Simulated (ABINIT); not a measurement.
# MgO (Fm-3m): G0W0 on several meshes in ABINIT

How does the mesh move the gap of MgO (Fm-3m)?

Program: ABINIT 10.8.3. Level of theory: PBE and many-body steps on it, plane waves. Results are calculated unless marked as measured.

## Step 1: Set-up

The structure is cubic, space group Fm-3m (No. 225). Conventional cell: a = 4.194 Å, b = 4.194 Å, c = 4.194 Å, α = 90.00°, β = 90.00°, γ = 90.00°. Nearest to Mg lie 6 O at 2.10 Å. Nearest to O lie 6 Mg at 2.10 Å. Farther neighbours and most contacts between anions are not listed.

The cell and positions are those that the Materials Project relaxed with its own functionals (PBE, PBE+U or r2SCAN), kept fixed.

## Step 2: Empty states on the mesh, 6×6×6 mesh, 484 bands

This step: ABINIT 10.8.3; DFT, PBE, plane waves, norm-conserving pseudopotentials.

The sums over transitions need many empty states on a uniform mesh; this step solves for them.

File run.abi:

```
acell 3*1.0 Angstrom
rprim 
  -0.000000000000 2.097001392700 2.097001392700
  2.097001392700 -0.000000000000 2.097001392700
  2.097001392700 2.097001392700 -0.000000000000
ntypat 2
znucl 12 8
natom 2
typat 1 2
xred 
  0.000000000000 0.000000000000 0.000000000000
  0.500000000000 0.500000000000 0.500000000000
pp_dirpath "pseudos"
pseudos "Mg.upf, O.upf"
ecut 38
ngkpt 6 6 6
nshiftk 1
shiftk 0 0 0
kptopt 1
chksymbreak 0
irdden 1
istwfk *1
nband 484
prtvol 0
optdriver 6
gwr_task "HDIAGO"
paral_kgb 0
occopt 1
indata_prefix "in"
outdata_prefix "out"
tmpdata_prefix "tmp"
```

The run is started by

```console
> OMP_NUM_THREADS=1 mpirun -n 4 abinit run.abi > log
```

The program printed:

```text
.Version 10.8.3 of ABINIT. v10.8.2 released Aug 2026.

 Symmetries : space group Fm -3 m (#225); Bravais cF (face-center cubic)
[... echo of the input left out ...]
== DATASET  1 ==================================================================
-   mpi_nproc: 4, omp_nthreads: 1 (-1 if OMP is not activated)

--- !DatasetInfo
iteration_state: {dtset: 1, }
dimensions: {natom: 2, nkpt: 16, mband: 484, nsppol: 1, nspinor: 1, nspden: 1, mpw: 1411, }
cutoff_energies: {ecut:  38.0, pawecutdg:  -1.0, }
[...]
Direct band gap semiconductor
 Fundamental gap:     4.895 (eV)
   VBM:     4.841 (eV) at k: [ 0.0000E+00,  0.0000E+00,  0.0000E+00]
   CBM:     9.736 (eV) at k: [ 0.0000E+00,  0.0000E+00,  0.0000E+00]
 Direct gap:         4.895 (eV) at k: [ 0.0000E+00,  0.0000E+00,  0.0000E+00]

== END DATASET(S) ==============================================================
================================================================================

 -outvars: echo values of variables after computation  --------
           etotal      0.0000000000E+00
            nband         484
             nkpt          16
          spgroup         225
 [... the other variables as echoed above ...]

 Calculation completed.
```

It took 13 s on 4 MPI ranks of Arm Neoverse V2, shared host; peak memory 0.69 GiB.

This step gave:

- gap: 4.895 eV
- k of the valence top: 0, 0, 0
- k of the conduction bottom: 0, 0, 0
- least direct gap: 4.895 eV
- k points computed: 16
- lowest point of the top converged band, above the valence top: 481.5744 eV

On this mesh the gap is 4.895 eV.

The density comes from a self-consistent run that is not shown.

## Step 3: Screening, 6×6×6 mesh, 100 bands, screening to 203.5 eV

The RPA dielectric matrix is built and inverted for each q.

This step: RPA screening on PBE, plane waves, norm-conserving pseudopotentials.

run.abi: that of step 2 with these lines changed.

```diff
@@ -20,10 +20,11 @@
 chksymbreak 0
-irdden 1
 istwfk *1
-nband 484
-prtvol 0
-optdriver 6
-gwr_task "HDIAGO"
-paral_kgb 0
 occopt 1
+irdwfk 1
+optdriver 3
+nband 100
+ecuteps 7.48
+inclvkb 2
+awtr 1
+symchi 1
 indata_prefix "in"
```

The program printed:

```text
.Version 10.8.3 of ABINIT. v10.8.2 released Aug 2026.

 Symmetries : space group Fm -3 m (#225); Bravais cF (face-center cubic)
[... echo of the input left out ...]
== DATASET  1 ==================================================================
-   mpi_nproc: 4, omp_nthreads: 1 (-1 if OMP is not activated)

--- !DatasetInfo
iteration_state: {dtset: 1, }
dimensions: {natom: 2, nkpt: 16, mband: 100, nsppol: 1, nspinor: 1, nspden: 1, mpw: 1411, }
cutoff_energies: {ecut:  38.0, pawecutdg:  -1.0, }
electrons: {nelect:   1.60000000E+01, charge:   0.00000000E+00, occopt:   1.00000000E+00, tsmear:   1.00000000E-02, }

 SCREENING: Calculation of the susceptibility and dielectric matrices

 Based on a program developped by R.W. Godby, V. Olevano, G. Onida, and L. Reining.
 Incorporated in ABINIT by V. Olevano, G.-M. Rignanese, and M. Torrent.
.Using double precision arithmetic ; gwpc =  8

[... cell and pseudopotentials left out ...]
--------------------------------------------------------------------------------

 ==== K-mesh for the wavefunctions ====
 Number of points in the irreducible wedge :    16
[... list of points left out ...]
 Together with 48 symmetry operations and time-reversal symmetry
 yields   216 points in the full Brillouin Zone.

 ==== Q-mesh for the screening function ====
 Number of points in the irreducible wedge :    16
[... list of points left out ...]
 Together with 48 symmetry operations and time-reversal symmetry
 yields   216 points in the full Brillouin Zone.

 setmesh: FFT mesh size selected  =    24x   24x   24
          total number of points  =        13824

 vcoul_init : cutoff-mode = AUXILIARY_FUNCTION
 q-points for optical limit:   1
     1)      0.000010    0.000020    0.000030

- screening: taking advantage of time-reversal symmetry
- Maximum band index for partially occupied states nbvw = 8
- Remaining bands to be divided among processors   nbcw = 92
- Number of bands treated by each node ~23

 Number of electrons calculated from density =   16.0000; Expected =   16.0000
 average of density, n =  0.128557
 r_s =    1.2291
 omega_plasma =   34.5863 [eV]

 calculating chi0 at frequencies [eV] :
  1    0.000000E+00    0.000000E+00
  2    0.000000E+00    3.458631E+01

--------------------------------------------------------------------------------
  q-point number  1        q = ( 0.000000, 0.000000, 0.000000) [r.l.u.]
--------------------------------------------------------------------------------
[... chi0 elements left out ...]
 For q-point:  0.000010 0.000020 0.000030
  dielectric constant =   3.0214
  dielectric constant without local fields =   3.2361

  Average fulfillment of the sum rule on Im[epsilon] for q-point    1 :     74.18  [%]
[... wings left out ...]
  q-point number  2        q = ( 0.166667, 0.000000, 0.000000) [r.l.u.]
--------------------------------------------------------------------------------
[... chi0 elements left out ...]
  Average fulfillment of the sum rule on Im[epsilon] for q-point    2 :     87.69  [%]

 [... 14 further q-points ...]
```

The job ended after 55 s (4 MPI ranks; peak memory 0.8 GiB; 3.7 min of CPU time).

This step gave:

```
ε∞ with local fields, on this mesh, along the program's q direction : 3.021
the same without local fields                                       : 3.236
plasma frequency                                                    : 34.59 eV
plane waves in the screening matrix                                 : 113
```

Local fields lower ε∞ by 7 %.

## Step 4: 6×6×6

The self-energy is evaluated for the states that the input lists, and the levels follow from it, in one-shot runs by the linearised quasiparticle equation.

This step: G0W0 on PBE, plane waves, norm-conserving pseudopotentials.

run.abi: that of step 3 with these lines changed.

```diff
@@ -23,8 +23,19 @@
 irdwfk 1
-optdriver 3
+optdriver 4
 nband 100
+gwcalctyp 0
+ecutsigx 38
+symsigma 1
+nkptgw 3
+kptgw 
+  0.0000000000 0.0000000000 0.0000000000
+  0.5000000000 0.0000000000 0.0000000000
+  0.5000000000 0.5000000000 0.0000000000
+bdgw 
+  6 12
+  7 10
+  7 10
 ecuteps 7.48
-inclvkb 2
-awtr 1
-symchi 1
+irdscr 1
+ppmodel 1
 indata_prefix "in"
```

The program printed:

```text
.Version 10.8.3 of ABINIT. v10.8.2 released Aug 2026.

 Symmetries : space group Fm -3 m (#225); Bravais cF (face-center cubic)
[... echo of the input left out ...]
== DATASET  1 ==================================================================
-   mpi_nproc: 4, omp_nthreads: 1 (-1 if OMP is not activated)

--- !DatasetInfo
iteration_state: {dtset: 1, }
dimensions: {natom: 2, nkpt: 16, mband: 100, nsppol: 1, nspinor: 1, nspden: 1, mpw: 1411, }
cutoff_energies: {ecut:  38.0, pawecutdg:  -1.0, }
electrons: {nelect:   1.60000000E+01, charge:   0.00000000E+00, occopt:   1.00000000E+00, tsmear:   1.00000000E-02, }

 SIGMA: Calculation of the GW corrections

 Based on a program developped by R.W. Godby, V. Olevano, G. Onida, and L. Reining.
 Incorporated in ABINIT by V. Olevano, G.-M. Rignanese, and M. Torrent.
.Using double precision arithmetic ; gwpc =  8

[... cell and pseudopotentials left out ...]
--------------------------------------------------------------------------------

 ==== K-mesh for the wavefunctions ====
 Number of points in the irreducible wedge :    16
[... list of points left out ...]
 Together with 48 symmetry operations and time-reversal symmetry
 yields   216 points in the full Brillouin Zone.

 ==== Q-mesh for screening function ====
 Number of points in the irreducible wedge :    16
[... list of points left out ...]
 Together with 48 symmetry operations and time-reversal symmetry
 yields   216 points in the full Brillouin Zone.

 vcoul_init : cutoff-mode = AUXILIARY_FUNCTION
 q-points for optical limit:   1
     1)      0.000010    0.000020    0.000030
 setmesh: FFT mesh size selected  =    32x   32x   32
          total number of points  =        32768

 Number of electrons calculated from density =   16.0000; Expected =   16.0000
 average of density, n =  0.128557
 r_s =    1.2291
 omega_plasma =   34.5863 [eV]

 === KS Band Gaps ===
  >>>> For spin  1
   Minimum direct gap =   4.8948 [eV], located at k-point      :   0.0000  0.0000  0.0000
   Fundamental gap    =   4.8948 [eV], Top of valence bands at :   0.0000  0.0000  0.0000
                                       Bottom of conduction at :   0.0000  0.0000  0.0000
 SIGMA fundamental parameters:
 PLASMON POLE MODEL  1
 number of plane-waves for SigmaX                 1411
 number of plane-waves for SigmaC and W            113
 number of plane-waves for wavefunctions          1411
 number of bands                                   100
 number of independent spin polarizations            1
 number of spinorial components                      1
 number of k-points in IBZ                          16
 number of q-points in IBZ                          16
 number of symmetry operations                      48
 number of k-points in BZ                          216
 number of q-points in BZ                          216
 number of frequencies for dSigma/dE                 9
 frequency step for dSigma/dE [eV]                0.25
 number of omega for Sigma on real axis              0
 max omega for Sigma on real axis  [eV]           0.00
 zcut for avoiding poles [eV]                     0.10

 EPSILON^-1 parameters (SCR file):
 dimension of the eps^-1 matrix on file            113
 dimension of the eps^-1 matrix used               113
 number of plane-waves for wavefunctions          1411
 number of bands                                   100
 number of q-points in IBZ                          16
 number of frequencies                               2
 number of real frequencies                          1
 number of imag frequencies                          1

 matrix elements of self-energy operator (all in [eV])

 Perturbative Calculation

--- !SelfEnergy_ee
iteration_state: {dtset: 1, }
kpoint     : [   0.000,    0.000,    0.000, ]
spin       : 1
KS_gap     :    4.895
QP_gap     :    7.183
Delta_QP_KS:    2.288
data: !SigmaeeData |
     Band     E0 <VxcDFT>   SigX SigC(E0)      Z dSigC/dE  Sig(E)    E-E0       E
        6   4.841 -20.153 -25.631   3.786   0.809  -0.236 -21.522  -1.369   3.472
        7   4.841 -20.153 -25.631   3.786   0.809  -0.236 -21.522  -1.369   3.472
        8   4.841 -20.153 -25.631   3.786   0.809  -0.236 -21.522  -1.369   3.472
        9   9.736 -13.562  -8.944  -3.543   0.856  -0.168 -12.642   0.920  10.656
       10  20.877  -9.643  -3.728  -4.649   0.860  -0.163  -8.555   1.088  21.965
       11  20.877  -9.643  -3.728  -4.649   0.860  -0.163  -8.555   1.088  21.965
[...]
--- !SelfEnergy_ee
iteration_state: {dtset: 1, }
kpoint     : [   0.500,    0.000,    0.000, ]
spin       : 1
KS_gap     :    8.670
QP_gap     :   11.237
Delta_QP_KS:    2.567
data: !SigmaeeData |
     Band     E0 <VxcDFT>   SigX SigC(E0)      Z dSigC/dE  Sig(E)    E-E0       E
[...]
--- !SelfEnergy_ee
iteration_state: {dtset: 1, }
kpoint     : [   0.500,    0.500,    0.000, ]
spin       : 1
KS_gap     :   10.595
QP_gap     :   13.020
Delta_QP_KS:    2.425
data: !SigmaeeData |
     Band     E0 <VxcDFT>   SigX SigC(E0)      Z dSigC/dE  Sig(E)    E-E0       E
[...]
8   3.490 -18.810 -24.747   3.924   0.808  -0.238 -20.436  -1.626   1.864
        9  14.086  -8.929  -3.915  -4.100   0.873  -0.145  -8.131   0.799  14.884
       10  14.995 -12.074  -6.425  -4.342   0.868  -0.152 -10.940   1.134  16.129

== END DATASET(S) ==============================================================
================================================================================

 -outvars: echo values of variables after computation  --------
           etotal      0.0000000000E+00
            nband         100
             nkpt          16
          spgroup         225
 [... the other variables as echoed above ...]

 Calculation completed.
```

It took 7.7 s on 4 MPI ranks; peak memory 0.78 GiB; 30 s of CPU time.

This step gave:

```
G0W0 gap on the points computed              : 7.184 eV
starting gap on the mesh                     : 4.895 eV
k of the valence top                         : 0, 0, 0
k of the conduction bottom                   : 0, 0, 0
Z at the valence top                         : 0.809
Z at the conduction bottom                   : 0.856
least direct G0W0 gap on the computed points : 7.184 eV
```

The gap on the mesh goes from 4.89 eV to 7.18 eV, a correction of +2.29 eV.

## Step 5: Empty states on the mesh, 8×8×8 mesh, 108 bands

This step: DFT, PBE, plane waves, norm-conserving pseudopotentials.

File run.abi:

```
acell 3*1.0 Angstrom
rprim 
  -0.000000000000 2.097001392700 2.097001392700
  2.097001392700 -0.000000000000 2.097001392700
  2.097001392700 2.097001392700 -0.000000000000
ntypat 2
znucl 12 8
natom 2
typat 1 2
xred 
  0.000000000000 0.000000000000 0.000000000000
  0.500000000000 0.500000000000 0.500000000000
pp_dirpath "pseudos"
pseudos "Mg.upf, O.upf"
ecut 38
ngkpt 8 8 8
nshiftk 1
shiftk 0 0 0
kptopt 1
chksymbreak 0
irdden 1
istwfk *1
nband 108
prtvol 0
optdriver 6
gwr_task "HDIAGO"
paral_kgb 0
occopt 1
indata_prefix "in"
outdata_prefix "out"
tmpdata_prefix "tmp"
```

The program printed:

```text
[banner, memory and clock lines left out]
.Version 10.8.3 of ABINIT. v10.8.2 released Aug 2026.

 Symmetries : space group Fm -3 m (#225); Bravais cF (face-center cubic)
[... echo of the input left out ...]
== DATASET  1 ==================================================================
-   mpi_nproc: 4, omp_nthreads: 1 (-1 if OMP is not activated)

--- !DatasetInfo
iteration_state: {dtset: 1, }
dimensions: {natom: 2, nkpt: 29, mband: 108, nsppol: 1, nspinor: 1, nspden: 1, mpw: 1411, }
cutoff_energies: {ecut:  38.0, pawecutdg:  -1.0, }
[...]
Integrated=    1.6000E+01

 === KS gaps after direct diagonalization ===
 Direct band gap semiconductor
 Fundamental gap:     4.895 (eV)
   VBM:     4.841 (eV) at k: [ 0.0000E+00,  0.0000E+00,  0.0000E+00]
   CBM:     9.736 (eV) at k: [ 0.0000E+00,  0.0000E+00,  0.0000E+00]
 Direct gap:         4.895 (eV) at k: [ 0.0000E+00,  0.0000E+00,  0.0000E+00]

== END DATASET(S) ==============================================================

 -outvars: echo values of variables after computation  --------
           etotal      0.0000000000E+00
            nband         108
             nkpt          29
          spgroup         225
 [... the other variables as echoed above ...]

 Calculation completed.
```

Elapsed: 21 s, on 4 MPI ranks; peak memory 0.69 GiB; 82 s of CPU time.

Numbers from this step:

| Quantity | Value |
| --- | --- |
| gap | 4.895 eV |
| k of the valence top | 0, 0, 0 |
| k of the conduction bottom | 0, 0, 0 |
| least direct gap | 4.895 eV |
| k points computed | 29 |
| lowest point of the top converged band, above the valence top | 152.9905 eV |

On this mesh the gap is 4.895 eV.

## Step 6: Screening, 8×8×8 mesh, 100 bands, screening to 203.5 eV

This step: RPA screening on PBE, plane waves, norm-conserving pseudopotentials.

run.abi: that of step 5 with these lines changed.

```diff
@@ -20,10 +20,11 @@
 chksymbreak 0
-irdden 1
 istwfk *1
-nband 108
-prtvol 0
-optdriver 6
-gwr_task "HDIAGO"
-paral_kgb 0
 occopt 1
+irdwfk 1
+optdriver 3
+nband 100
+ecuteps 7.48
+inclvkb 2
+awtr 1
+symchi 1
 indata_prefix "in"
```

The program printed:

```text
.Version 10.8.3 of ABINIT. v10.8.2 released Aug 2026.

 Symmetries : space group Fm -3 m (#225); Bravais cF (face-center cubic)
[... echo of the input left out ...]
== DATASET  1 ==================================================================
-   mpi_nproc: 4, omp_nthreads: 1 (-1 if OMP is not activated)

--- !DatasetInfo
iteration_state: {dtset: 1, }
dimensions: {natom: 2, nkpt: 29, mband: 100, nsppol: 1, nspinor: 1, nspden: 1, mpw: 1411, }
cutoff_energies: {ecut:  38.0, pawecutdg:  -1.0, }
electrons: {nelect:   1.60000000E+01, charge:   0.00000000E+00, occopt:   1.00000000E+00, tsmear:   1.00000000E-02, }

 SCREENING: Calculation of the susceptibility and dielectric matrices

 Based on a program developped by R.W. Godby, V. Olevano, G. Onida, and L. Reining.
 Incorporated in ABINIT by V. Olevano, G.-M. Rignanese, and M. Torrent.
.Using double precision arithmetic ; gwpc =  8

[... cell and pseudopotentials left out ...]
--------------------------------------------------------------------------------

 ==== K-mesh for the wavefunctions ====
 Number of points in the irreducible wedge :    29
[... list of points left out ...]
 Together with 48 symmetry operations and time-reversal symmetry
 yields   512 points in the full Brillouin Zone.

 ==== Q-mesh for the screening function ====
 Number of points in the irreducible wedge :    29
[... list of points left out ...]
 Together with 48 symmetry operations and time-reversal symmetry
 yields   512 points in the full Brillouin Zone.

 setmesh: FFT mesh size selected  =    24x   24x   24
          total number of points  =        13824

 vcoul_init : cutoff-mode = AUXILIARY_FUNCTION
 q-points for optical limit:   1
     1)      0.000010    0.000020    0.000030

- screening: taking advantage of time-reversal symmetry
- Maximum band index for partially occupied states nbvw = 8
- Remaining bands to be divided among processors   nbcw = 92
- Number of bands treated by each node ~23

 Number of electrons calculated from density =   16.0000; Expected =   16.0000
 average of density, n =  0.128557
 r_s =    1.2291
 omega_plasma =   34.5863 [eV]

 calculating chi0 at frequencies [eV] :
  1    0.000000E+00    0.000000E+00
  2    0.000000E+00    3.458631E+01

--------------------------------------------------------------------------------
  q-point number  1        q = ( 0.000000, 0.000000, 0.000000) [r.l.u.]
--------------------------------------------------------------------------------
[... chi0 elements left out ...]
 For q-point:  0.000010 0.000020 0.000030
  dielectric constant =   3.0086
  dielectric constant without local fields =   3.2230

  Average fulfillment of the sum rule on Im[epsilon] for q-point    1 :     74.14  [%]
[... wings left out ...]
  q-point number  2        q = ( 0.125000, 0.000000, 0.000000) [r.l.u.]
--------------------------------------------------------------------------------
[... chi0 elements left out ...]
  Average fulfillment of the sum rule on Im[epsilon] for q-point    2 :     88.76  [%]

 [... 27 further q-points ...]
```

It took 4.6 min on 4 MPI ranks; peak memory 1.3 GiB; 18 min of CPU time.

This step gave:

| Quantity | Value |
| --- | --- |
| ε∞ with local fields, on this mesh, along the program's q direction | 3.009 |
| the same without local fields | 3.223 |
| plasma frequency | 34.59 eV |
| plane waves in the screening matrix | 113 |

[end of part 1 of 2]

[Paths, hosts, dates, memory and timing lines, banners, echoed tables and standing remarks are left out of the program output.]

[Logs are printed without paths, hosts, clocks, repeated set-up lines and the standing remarks that a program may print on its own settings, such as how far it seeks lower states.]

[Runs of the session that timed out or met a known fault of the program may be left out.]

[Hosts, paths, dates, database ids (printed as entryN), source tags and the programs' standing remarks are cut or masked in the printed files.]

[G0W0 gaps are taken among the corrected bands and points alone; a level outside them can change the order at an edge.]

[Where Ansatz stands beside ABINIT at settings called matched, ABINIT's density can come from a denser mesh and the files from another edition; pairs whose starting gaps differed by over 0.03 eV were left out, so agreement reads better than it is.]
